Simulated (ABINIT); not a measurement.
Al:

```xyz
2
Lattice="2.8125 0.0000 0.0000 -1.4062 2.4357 0.0000 0.0000 0.0000 4.8669" Properties=species:S:1:pos:R:3 pbc="T T T"
Al    0.0000    1.6238    1.2167
Al    1.4062    0.8119    3.6501
```

This isn't the form of Al at room conditions, which is fcc.

| Property | Result |
| --- | --- |
| Program | ABINIT 10.8.3 (patched build) |
| Task | relaxation of cell and atoms |
| Functional | LDA |
| Potentials or basis | PseudoDojo NC SR LDA v0.4.1 standard |
| Cutoff | 599 eV |
| k mesh | 8 × 8 × 4 |
| Occupations | fermi-dirac, width 0.05 eV |
| Spin | no spin polarisation |

At the start: pressure -3.6 GPa; volume 16.67 Å³/atom.

How do energy, volume and symmetry change on relaxing?

Over 7 steps the energy falls by 16.9 meV/atom and the volume is 15.92 Å³/atom (-4.5 %); space group P6_3/mmc (No. 194, to 0.05 Å).

The path:
```csv
step,energy change (eV),largest force (eV/Å),pressure (GPa),volume (Å³)
1,0.0000,0.0000,-3.59,33.34
2,-0.0113,0.0000,-2.86,32.97
3,0.0087,0.0000,5.57,30.25
4,-0.0334,0.0000,-0.23,31.91
5,-0.0338,0.0000,0.13,31.79
6,-0.0338,0.0000,0.11,31.80
7,-0.0338,0.0000,0.00,31.84
```

Final structure:
```
CELL_PARAMETERS angstrom
2.74151 0.00000 0.00000
-1.37075 2.37421 0.00000
0.00000 0.00000 4.89242
ATOMIC_POSITIONS crystal
Al 0.33333 0.66667 0.25000
Al 0.66667 0.33333 0.75000
```
